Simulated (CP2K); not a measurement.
TaN:

```
Ta N
1.0
     2.93800    0.00000    0.00000
    -1.46900    2.54438    0.00000
     0.00000    0.00000    2.88300
Ta N
1 1
Direct
  0.33333 0.66667 0.50000
  0.00000 0.00000 0.00000
```

Base run:

* Program: CP2K 2026.2
* Functional: PBE
* Potentials or basis: GTH_POTENTIALS Ta GTH-PBE-q13, N GTH-PBE-q5; DZVP-MOLOPT-SR-GTH basis
* Density cutoff: 6123 eV
* k mesh: 10 × 10 × 9
* Occupations: fermi-dirac, width 0.05 eV
* Spin: no spin polarisation

Its results: band gap on the k mesh none (metal or under the smearing width); pressure 0.8 GPa.

Q: After a change of settings the same cell gave: band gap on the k mesh none (metal or under the smearing width); pressure -22.0 GPa. Which change was it?
A. potentials or basis from GTH_POTENTIALS Ta GTH-PBE-q13, N GTH-PBE-q5; DZVP-MOLOPT-SR-GTH basis to POTENTIAL_UZH Ta GTH-PBE0-q13, N GTH-PBE0-q5; DZVP-MOLOPT-SR-GTH basis; potentials from Ta GTH-PBE-q13 of GTH_POTENTIALS, N GTH-PBE-q5 of GTH_POTENTIALS to Ta GTH-PBE0-q13 of POTENTIAL_UZH, N GTH-PBE0-q5 of POTENTIAL_UZH
B. potentials or basis from GTH_POTENTIALS Ta GTH-PBE-q13, N GTH-PBE-q5; DZVP-MOLOPT-SR-GTH basis to GTH_POTENTIALS Ta GTH-PBE-q13, N GTH-BLYP-q5; DZVP-MOLOPT-SR-GTH basis; potentials from Ta GTH-PBE-q13 of GTH_POTENTIALS, N GTH-PBE-q5 of GTH_POTENTIALS to Ta GTH-PBE-q13 of GTH_POTENTIALS, N GTH-BLYP-q5 of GTH_POTENTIALS
C. potentials or basis from GTH_POTENTIALS Ta GTH-PBE-q13, N GTH-PBE-q5; DZVP-MOLOPT-SR-GTH basis to GTH_POTENTIALS Ta GTH-PADE-q13, N GTH-PADE-q5; DZVP-MOLOPT-SR-GTH basis; potentials from Ta GTH-PBE-q13 of GTH_POTENTIALS, N GTH-PBE-q5 of GTH_POTENTIALS to Ta GTH-PADE-q13 of GTH_POTENTIALS, N GTH-PADE-q5 of GTH_POTENTIALS
D. potentials or basis from GTH_POTENTIALS Ta GTH-PBE-q13, N GTH-PBE-q5; DZVP-MOLOPT-SR-GTH basis to POTENTIAL_UZH Ta GTH-SCAN-q13, N GTH-SCAN-q5; DZVP-MOLOPT-SR-GTH basis; potentials from Ta GTH-PBE-q13 of GTH_POTENTIALS, N GTH-PBE-q5 of GTH_POTENTIALS to Ta GTH-SCAN-q13 of POTENTIAL_UZH, N GTH-SCAN-q5 of POTENTIAL_UZH

A: C.

Caveats: the basis of atomic orbitals isn't converged, which shifts pressures, moduli and gaps; the potentials were made for another functional, which shifts forces and pressure (some runs).
